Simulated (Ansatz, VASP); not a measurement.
**Two plane-wave programs on Li16H (a cell with a defect)**

```
Li H
1.0
     6.98000    0.00000    0.00000
     0.00000    6.98000    0.00000
     0.00000    0.00000    6.98000
Li H
16 1
Direct
  0.98849 0.00052 0.00315
  0.50105 0.00424 0.00081
  0.98676 0.49653 0.00298
  0.01405 0.98118 0.50042
  0.24907 0.25001 0.24055
  0.49924 0.49671 0.00092
  0.48321 0.98386 0.50016
  0.73967 0.24999 0.25761
  0.01552 0.51959 0.50030
  0.26352 0.74914 0.20976
  0.24951 0.25005 0.76305
  0.48407 0.51446 0.50025
  0.74490 0.74906 0.24479
  0.74375 0.24985 0.74134
  0.25701 0.74922 0.78792
  0.73939 0.74897 0.76479
  0.42513 0.74948 0.99559
```

Alike in both runs: functional LDA; k mesh 2 × 2 × 2; occupations fermi-dirac, width 0.1 eV; no spin polarisation.

Ansatz relaxed the structure, and its values are those at the end. VASP's run is a single point on that final structure, the one shown.

|  | VASP | Ansatz |
| --- | --- | --- |
| version | VASP 6.6.1 | Ansatz 0.2.0 |
| potentials or method | VASP PAW LDA potentials, release 64 (Li_sv, H) | scalar-relativistic, plane waves, PAW |
| plane-wave cutoff (eV) | 520 | 420 |
| valence electrons in the cell | 49 | 49 |

```tsv
	VASP	Ansatz	Ansatz less VASP
rms of the force components (eV/Å)	0.026	0.025	-0.0008
```

Caveats: the k mesh is coarse (spacing up to 0.45 Å⁻¹), so the values aren't converged.
